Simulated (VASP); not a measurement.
# ZnAu (Pm-3m) in VASP: further runs

Runs on ZnAu. Level: PBE. Tasks: single point.

Program: VASP 6.6.1. These are calculated values, not measurements. Logs are shortened: lines on timing, memory, paths and dates and some standing lists are left out, and cuts for length are marked.

## (1) The crystal as given

The structure is cubic, space group Pm-3m (No. 221). Conventional cell: a = 3.147 Å, b = 3.147 Å, c = 3.147 Å, α = 90.00°, β = 90.00°, γ = 90.00°. Au (site symmetry m-3m) has 8 Zn at 2.73 Å as nearest neighbours. Zn (site symmetry m-3m) is surrounded by 8 Au at 2.73 Å.

## (2) Single point, PBE

INCAR

```
SYSTEM = ZnAu
PREC     = Accurate       ! precision mode
ENCUT    = 400            ! plane-wave cutoff, eV
EDIFF    = 0.01           ! SCF threshold, eV
ISMEAR   = 0              ! smearing method
SIGMA    = 0.2            ! smearing width, eV
LREAL    = .FALSE.        ! projectors in reciprocal space
LASPH    = .TRUE.         ! aspherical terms in the spheres
NELM     = 100            ! most SCF steps
ALGO     = Normal         ! electronic algorithm
ISIF     = 2              ! what is computed and relaxed
LWAVE    = .FALSE.        ! write WAVECAR
LCHARG   = .FALSE.        ! write CHGCAR
GGA      = PE             ! functional
NBANDS   = 18             ! bands
ADDGRID  = .FALSE.
```

KPOINTS

```
regular mesh
0
G
  8 8 8
  0 0 0
```

POSCAR

```
ZnAu
1.0
    3.1470000000      0.0000000000      0.0000000000
    0.0000000000      3.1470000000      0.0000000000
    0.0000000000      0.0000000000      3.1470000000
Au Zn
1 1
Direct
    0.0000000000      0.0000000000      0.0000000000
    0.5000000000      0.5000000000      0.5000000000
```

Potentials or basis: VASP PAW PBE potentials, release 64 (Au, Zn).

Command:

```console
$ cat potpaw_PBE.64/Au/POTCAR potpaw_PBE.64/Zn/POTCAR > POTCAR
$ mpirun -np 1 vasp_std > vasp.out
```

OUTCAR:

```text
SYSTEM = ZnAu
   PREC = Accurate
   ENCUT = 400
   EDIFF = 0.01
   ISMEAR = 0
   LREAL = .FALSE.
   LASPH = .TRUE.
   NELM = 100
   ISIF = 2
   GGA = PE

 Found     35 irreducible k-points:

 Following reciprocal coordinates:
            Coordinates               Weight
  0.000000  0.000000  0.000000      1.000000
  0.125000  0.000000  0.000000      6.000000
  0.250000  0.000000  0.000000      6.000000
  0.375000  0.000000  0.000000      6.000000
  0.500000  0.000000  0.000000      3.000000
  0.125000  0.125000  0.000000     12.000000
   k-points           NKPTS =     35   k-points in BZ     NKDIM =     35   number of bands    NBANDS=     18
   number of dos      NEDOS =    301   number of ions     NIONS =      2
   total plane-waves  NPLWV =  13824
   dimension x,y,z NGX =    24 NGY =   24 NGZ =   24
   dimension x,y,z NGXF=    48 NGYF=   48 NGZF=   48
   ions per type =               1   1
   NGX,Y,Z   is equivalent  to a cutoff of  12.68, 12.68, 12.68 a.u.
   NGXF,Y,Z  is equivalent  to a cutoff of  25.36, 25.36, 25.36 a.u.
 SYSTEM =  ZnAu
   PREC   = accura    normal or accurate (medium, high low for compatibility)
   ISTART =      0    job   : 0-new  1-cont  2-samecut
   ICHARG =      2    charge: 1-file 2-atom 10-const
   ISPIN  =      1    spin polarized calculation?
   LNONCOLLINEAR =      F non collinear calculations
   LSORBIT =      F    spin-orbit coupling
   LASPH  =      T    aspherical Exc in radial PAW
   ENCUT  =  400.0 eV  29.40 Ry    5.42 a.u.   5.13  5.13  5.13*2*pi/ulx,y,z
   NELM   =    100;   NELMIN=  2; NELMDL= -5     # of ELM steps
   EDIFF  = 0.1E-01   stopping-criterion for ELM
   LREAL  =      F    real-space projection
   EDIFFG = 0.1E+00   stopping-criterion for IOM
   NSW    =      0    number of steps for IOM
   IBRION =     -1    ionic relax: 0-MD 1-quasi-New 2-CG
   NFREE  =      0    steps in history (QN), initial steepest desc. (CG)
   ISIF   =      2    stress and relaxation
   ISYM   =      2    0-nonsym 1-usesym 2-fastsym
   POTIM  = 0.5000    time-step for ionic-motion
   TEBEG  =    0.0;   TEEND  =   0.0 temperature during run
   PSTRESS=    0.0 pullay stress
   NELECT =      23.0000    total number of electrons
   NUPDOWN=      -1.0000    fix difference up-down
   EMIN   =  10.00;   EMAX   =-10.00  energy-range for DOS
   EFERMI =   0.00;   METHOD = LEGACY
   ISMEAR =     0;   SIGMA  =   0.20  broadening in eV -4-tet -1-fermi 0-gaus
   EFERMI_NEDOS =   21; number of points for ismear=-14 and -15
   IALGO  =     38    algorithm
   IMIX   =      4    mixing-type and parameters
     AMIX     =   0.40;   BMIX     =  1.00
     AMIX_MAG =   1.60;   BMIX_MAG =  1.00
  volume/ion in A,a.u.               =      15.58       105.16
  Fermi-wavevector in a.u.,A,eV,Ry     =   1.479406  2.795672 29.778283  2.188642
  Thomas-Fermi vector in A             =   2.593568
   LORBIT       =      0    0 simple, 1 ext, 2 COOP (PROOUT), +10 PAW based schemes
   GGA     = PE    functional components
   LHFCALC =     F    Hartree Fock is set to
   AEXX    =    0.0000 exact exchange contribution
   IVDW    =     0    specifies the selected vdW correction
   LEPSILON=     F    determine dielectric tensor
   LRPA    =     F    only Hartree local field effects (RPA)
 non-spin polarized calculation
 Gauss-broadening in eV      SIGMA  =   0.20
  energy-cutoff  :      400.00
  volume of cell :       31.17
 maximum number of plane-waves:       587
 NGX is ok and might be reduce to    24
   NGX = 11   NGY = 11   NGZ = 11

 number of electron      23.0000000 magnetization

 Free energy of the ion-electron system (eV)
  ---------------------------------------------------
  ext. energy  EPLUGINS =         0.00000000
  ---------------------------------------------------
  free energy    TOTEN  =        -4.73905991 eV

  energy without entropy =       -4.73122325  energy(sigma->0) =       -4.73514158

 E-fermi :   7.0169     XC(G=0): -12.3766

 val. band max:        6.8089205513   @ k =   0.5000   0.3750   0.2500
 cond. band min:       7.1693718385   @ k =   0.3750   0.3750   0.1250
 fundamental gap:      0.3604512871
 Fermi energy:         7.0168696044

 k-point     1 :       0.0000    0.0000    0.0000
  band No.  band energies     occupation
      1      -3.5219      2.00000
      2      -1.0135      2.00000
      3      -1.0135      2.00000
      4      -0.3174      2.00000
      5      -0.3174      2.00000
      6      -0.3174      2.00000
[... 10 lines left out ...]
     17      19.2331      0.00000
     18      25.4053      0.00000

 k-point     2 :       0.1250    0.0000    0.0000
  band No.  band energies     occupation
      1      -3.2458      2.00000
      2      -0.9532      2.00000
      3      -0.9332      2.00000
      4      -0.3201      2.00000
      5      -0.3201      2.00000
      6      -0.2947      2.00000
[... 10 lines left out ...]
     17      20.5586      0.00000
     18      25.2295      0.00000

 k-point     3 :       0.2500    0.0000    0.0000
  band No.  band energies     occupation
      1      -2.4579      2.00000
      2      -0.7962      2.00000
      3      -0.7429      2.00000
      4      -0.3241      2.00000
      5      -0.3241      2.00000
      6      -0.2384      2.00000
[... 10 lines left out ...]
     17      23.2634      0.00000
     18      23.5332      0.00000

 k-point     4 :       0.3750    0.0000    0.0000
  band No.  band energies     occupation
      1      -1.3315      2.00000
      2      -0.6173      2.00000
      3      -0.5553      2.00000
      4      -0.3233      2.00000
      5      -0.3233      2.00000
      6      -0.1805      2.00000
[... 10 lines left out ...]
     17      20.8709      0.00000
     18      20.8796      0.00000

 k-point     5 :       0.5000    0.0000    0.0000
  band No.  band energies     occupation
      1      -0.6306      2.00000
      2      -0.5345      2.00000
      3      -0.4173      2.00000
      4      -0.3213      2.00000
      5      -0.3213      2.00000
      6      -0.1561      2.00000
[... 10 lines left out ...]
     17      18.3065      0.00000
     18      18.5260      0.00000

 k-point     6 :       0.1250    0.1250    0.0000
  band No.  band energies     occupation
      1      -2.9780      2.00000
      2      -0.8951      2.00000
      3      -0.8614      2.00000
      4      -0.3618      2.00000
      5      -0.3228      2.00000
      6      -0.2504      2.00000
[... 10 lines left out ...]
     17      20.6845      0.00000
     18      23.5135      0.00000

 [... further k-points ...]
[... 5 lines left out ...]
  --------------------------------------------------------------------------------------
  -------------------------------------------------------------------------------------
  Total        0.4360583      0.4360583      0.4360583     -0.0000000      0.0000000     -0.0000000
  in kB       22.4163516     22.4163516     22.4163516     -0.0000000      0.0000000     -0.0000000
  external PRESSURE =      22.4163516 kB  Pullay stress =       0.0000000 kB

 VOLUME and BASIS-vectors are now :
 -----------------------------------------------------------------------------
  energy-cutoff  :      400.00
  volume of cell :       31.17
      direct lattice vectors                 reciprocal lattice vectors
     3.147000000  0.000000000  0.000000000     0.317762949  0.000000000  0.000000000
     0.000000000  3.147000000  0.000000000     0.000000000  0.317762949  0.000000000
     0.000000000  0.000000000  3.147000000     0.000000000  0.000000000  0.317762949

 POSITION                                       TOTAL-FORCE (eV/Angst)
 -----------------------------------------------------------------------------------
      0.00000      0.00000      0.00000         0.000000      0.000000      0.000000
      1.57350      1.57350      1.57350         0.000000      0.000000      0.000000
 -----------------------------------------------------------------------------------
    total drift:                                0.000000      0.000000     -0.000000

  FREE ENERGIE OF THE ION-ELECTRON SYSTEM (eV)
  ---------------------------------------------------
  free  energy   TOTEN  =        -4.7390599139 eV

  energy  without entropy=       -4.7312232539  energy(sigma->0) =       -4.73514158
```

Wall time 18 s (1 thread of AMD EPYC, shared host); peak memory 0.11 GiB.

These settings aren't checked as converged: the numbers below hold their error.

What came out:

```
Free energy            : -4.7391 eV
Pressure               : 2.2 GPa
Band gap on the k mesh : none (metal or under the smearing width)
```

## (3) Single point, PBE

Edit INCAR of step 2 so:

```diff
@@ -3,3 +3,3 @@
 ENCUT    = 400            ! plane-wave cutoff, eV
-EDIFF    = 0.01           ! SCF threshold, eV
+EDIFF    = 0.001          ! SCF threshold, eV
 ISMEAR   = 0              ! smearing method
```

KPOINTS is that of step 2.

POSCAR is that of step 2.

Potentials or basis: VASP PAW PBE potentials, release 64 (Au, Zn).

Command:

```console
$ cat potpaw_PBE.64/Au/POTCAR potpaw_PBE.64/Zn/POTCAR > POTCAR
$ mpirun -np 1 vasp_std > vasp.out
```

OUTCAR:

```text
SYSTEM = ZnAu
   PREC = Accurate
   ENCUT = 400
   EDIFF = 0.001
   ISMEAR = 0
   LREAL = .FALSE.
   LASPH = .TRUE.
   NELM = 100
   ISIF = 2
   GGA = PE

 Found     35 irreducible k-points:

 Following reciprocal coordinates:
            Coordinates               Weight
  0.000000  0.000000  0.000000      1.000000
  0.125000  0.000000  0.000000      6.000000
  0.250000  0.000000  0.000000      6.000000
  0.375000  0.000000  0.000000      6.000000
  0.500000  0.000000  0.000000      3.000000
  0.125000  0.125000  0.000000     12.000000
   k-points           NKPTS =     35   k-points in BZ     NKDIM =     35   number of bands    NBANDS=     18
   number of dos      NEDOS =    301   number of ions     NIONS =      2
   total plane-waves  NPLWV =  13824
   dimension x,y,z NGX =    24 NGY =   24 NGZ =   24
   dimension x,y,z NGXF=    48 NGYF=   48 NGZF=   48
   ions per type =               1   1
   NGX,Y,Z   is equivalent  to a cutoff of  12.68, 12.68, 12.68 a.u.
   NGXF,Y,Z  is equivalent  to a cutoff of  25.36, 25.36, 25.36 a.u.
 SYSTEM =  ZnAu
   PREC   = accura    normal or accurate (medium, high low for compatibility)
   ISTART =      0    job   : 0-new  1-cont  2-samecut
   ICHARG =      2    charge: 1-file 2-atom 10-const
   ISPIN  =      1    spin polarized calculation?
   LNONCOLLINEAR =      F non collinear calculations
   LSORBIT =      F    spin-orbit coupling
[... 49 lines left out ...]
  free energy    TOTEN  =        -4.73906088 eV

  energy without entropy =       -4.73120394  energy(sigma->0) =       -4.73513241

 E-fermi :   7.0181     XC(G=0): -12.3767

 val. band max:        6.8095708402   @ k =   0.5000   0.3750   0.2500
 cond. band min:       7.1702676114   @ k =   0.3750   0.3750   0.1250
 fundamental gap:      0.3606967711
 Fermi energy:         7.0180745261

 k-point     1 :       0.0000    0.0000    0.0000
  band No.  band energies     occupation
      1      -3.5223      2.00000
      2      -1.0252      2.00000
      3      -1.0252      2.00000
      4      -0.3334      2.00000
      5      -0.3334      2.00000
      6      -0.3334      2.00000
[... 103 lines left out ...]
      5      -0.3389      2.00000
      6      -0.2672      2.00000
[... 10 lines left out ...]
     17      20.6832      0.00000
     18      23.5135      0.00000

 [... further k-points ...]
[... 5 lines left out ...]
  --------------------------------------------------------------------------------------
  -------------------------------------------------------------------------------------
  Total        0.9107631      0.9107631      0.9107631     -0.0000000      0.0000000     -0.0000000
  in kB       46.8193918     46.8193918     46.8193918     -0.0000000      0.0000000     -0.0000000
  external PRESSURE =      46.8193918 kB  Pullay stress =       0.0000000 kB

 VOLUME and BASIS-vectors are now :
 -----------------------------------------------------------------------------
  energy-cutoff  :      400.00
  volume of cell :       31.17
      direct lattice vectors                 reciprocal lattice vectors
     3.147000000  0.000000000  0.000000000     0.317762949  0.000000000  0.000000000
     0.000000000  3.147000000  0.000000000     0.000000000  0.317762949  0.000000000
     0.000000000  0.000000000  3.147000000     0.000000000  0.000000000  0.317762949

 POSITION                                       TOTAL-FORCE (eV/Angst)
 -----------------------------------------------------------------------------------
      0.00000      0.00000      0.00000         0.000000      0.000000      0.000000
      1.57350      1.57350      1.57350         0.000000      0.000000      0.000000
 -----------------------------------------------------------------------------------
    total drift:                                0.000000      0.000000     -0.000000

  FREE ENERGIE OF THE ION-ELECTRON SYSTEM (eV)
  ---------------------------------------------------
  free  energy   TOTEN  =        -4.7390608753 eV

  energy  without entropy=       -4.7312039446  energy(sigma->0) =       -4.73513241
```

Run time: 19 s. Hardware: 1 thread of AMD EPYC, shared host; peak memory 0.11 GiB.

The run converged, but some of its settings lie outside the range that counts as converged, so its numbers aren't taken as properties of the crystal.

What came out:

- Free energy: -4.7391 eV
- Pressure: 4.7 GPa
- Band gap on the k mesh: none (metal or under the smearing width)

## (4) Single point, PBE

Edit INCAR of step 3 so:

```diff
@@ -3,3 +3,3 @@
 ENCUT    = 400            ! plane-wave cutoff, eV
-EDIFF    = 0.001          ! SCF threshold, eV
+EDIFF    = 1E-4           ! SCF threshold, eV
 ISMEAR   = 0              ! smearing method
```

KPOINTS is that of step 3.

POSCAR is that of step 3.

Potentials or basis: VASP PAW PBE potentials, release 64 (Au, Zn).

Command:

```console
$ cat potpaw_PBE.64/Au/POTCAR potpaw_PBE.64/Zn/POTCAR > POTCAR
$ mpirun -np 1 vasp_std > vasp.out
```

OUTCAR:

```text
SYSTEM = ZnAu
   PREC = Accurate
   ENCUT = 400
   EDIFF = 1E-4
   ISMEAR = 0
   LREAL = .FALSE.
   LASPH = .TRUE.
   NELM = 100
   ISIF = 2
   GGA = PE

 Found     35 irreducible k-points:

 Following reciprocal coordinates:
            Coordinates               Weight
  0.000000  0.000000  0.000000      1.000000
  0.125000  0.000000  0.000000      6.000000
  0.250000  0.000000  0.000000      6.000000
  0.375000  0.000000  0.000000      6.000000
  0.500000  0.000000  0.000000      3.000000
  0.125000  0.125000  0.000000     12.000000
   k-points           NKPTS =     35   k-points in BZ     NKDIM =     35   number of bands    NBANDS=     18
   number of dos      NEDOS =    301   number of ions     NIONS =      2
   total plane-waves  NPLWV =  13824
   dimension x,y,z NGX =    24 NGY =   24 NGZ =   24
   dimension x,y,z NGXF=    48 NGYF=   48 NGZF=   48
   ions per type =               1   1
   NGX,Y,Z   is equivalent  to a cutoff of  12.68, 12.68, 12.68 a.u.
   NGXF,Y,Z  is equivalent  to a cutoff of  25.36, 25.36, 25.36 a.u.
 SYSTEM =  ZnAu
   PREC   = accura    normal or accurate (medium, high low for compatibility)
   ISTART =      0    job   : 0-new  1-cont  2-samecut
   ICHARG =      2    charge: 1-file 2-atom 10-const
   ISPIN  =      1    spin polarized calculation?
   LNONCOLLINEAR =      F non collinear calculations
   LSORBIT =      F    spin-orbit coupling
   LASPH  =      T    aspherical Exc in radial PAW
   ENCUT  =  400.0 eV  29.40 Ry    5.42 a.u.   5.13  5.13  5.13*2*pi/ulx,y,z
[... 56 lines left out ...]
 Fermi energy:         7.0180738548

 k-point     1 :       0.0000    0.0000    0.0000
  band No.  band energies     occupation
      1      -3.5223      2.00000
      2      -1.0252      2.00000
      3      -1.0252      2.00000
      4      -0.3334      2.00000
      5      -0.3334      2.00000
      6      -0.3334      2.00000
[... 103 lines left out ...]
      5      -0.3389      2.00000
      6      -0.2672      2.00000
[... 10 lines left out ...]
     17      20.6832      0.00000
     18      23.5135      0.00000

 [... further k-points ...]

------------------------ aborting loop because EDIFF is reached ----------------------------------------

  FORCE on cell =-STRESS in cart. coord.  units (eV):
  Direction    XX          YY          ZZ          XY          YZ          ZX
  --------------------------------------------------------------------------------------
  -------------------------------------------------------------------------------------
  Total        0.8758820      0.8758820      0.8758820     -0.0000000      0.0000000     -0.0000000
  in kB       45.0262662     45.0262662     45.0262662     -0.0000000      0.0000000     -0.0000000
  external PRESSURE =      45.0262662 kB  Pullay stress =       0.0000000 kB

 VOLUME and BASIS-vectors are now :
 -----------------------------------------------------------------------------
  energy-cutoff  :      400.00
  volume of cell :       31.17
      direct lattice vectors                 reciprocal lattice vectors
     3.147000000  0.000000000  0.000000000     0.317762949  0.000000000  0.000000000
     0.000000000  3.147000000  0.000000000     0.000000000  0.317762949  0.000000000
     0.000000000  0.000000000  3.147000000     0.000000000  0.000000000  0.317762949

 POSITION                                       TOTAL-FORCE (eV/Angst)
 -----------------------------------------------------------------------------------
      0.00000      0.00000      0.00000         0.000000      0.000000      0.000000
      1.57350      1.57350      1.57350         0.000000      0.000000      0.000000
 -----------------------------------------------------------------------------------
    total drift:                                0.000000      0.000000     -0.000000

  FREE ENERGIE OF THE ION-ELECTRON SYSTEM (eV)
  ---------------------------------------------------
  free  energy   TOTEN  =        -4.7390651552 eV

  energy  without entropy=       -4.7312082271  energy(sigma->0) =       -4.73513669
```

stdout:

```text
POSCAR found type information on POSCAR AuZn
 POSCAR found :  2 types and       2 ions
 scaLAPACK will be used
 LDA part: xc-table for (Slater+PW92), standard interpolation
 POSCAR, INCAR and KPOINTS ok, starting setup
 FFT: planning ... GRIDC
 FFT: planning ... GRID_SOFT
 FFT: planning ... GRID
 WAVECAR not read
 entering main loop
```

Run time: 23 s. Hardware: 1 thread of AMD EPYC, shared host; peak memory 0.11 GiB.

These settings aren't checked as converged: the numbers below hold their error.

Results:

* Free energy: -4.7391 eV
* Pressure: 4.5 GPa
* Band gap on the k mesh: none (metal or under the smearing width)

## (5) Single point, PBE

Edit INCAR of step 4 so:

```diff
@@ -3,3 +3,3 @@
 ENCUT    = 400            ! plane-wave cutoff, eV
-EDIFF    = 1E-4           ! SCF threshold, eV
+EDIFF    = 1E-5           ! SCF threshold, eV
 ISMEAR   = 0              ! smearing method
```

KPOINTS is that of step 4.

POSCAR is that of step 4.

Command:

```console
$ cat potpaw_PBE.64/Au/POTCAR potpaw_PBE.64/Zn/POTCAR > POTCAR
$ mpirun -np 1 vasp_std > vasp.out
```

Run time: 28 s. Hardware: 1 thread of AMD EPYC, shared host; peak memory 0.11 GiB.

The run converged, but some of its settings lie outside the range that counts as converged, so its numbers aren't taken as properties of the crystal.

Results:

* Free energy: -4.7391 eV
* Pressure: 4.8 GPa
* Band gap on the k mesh: none (metal or under the smearing width)
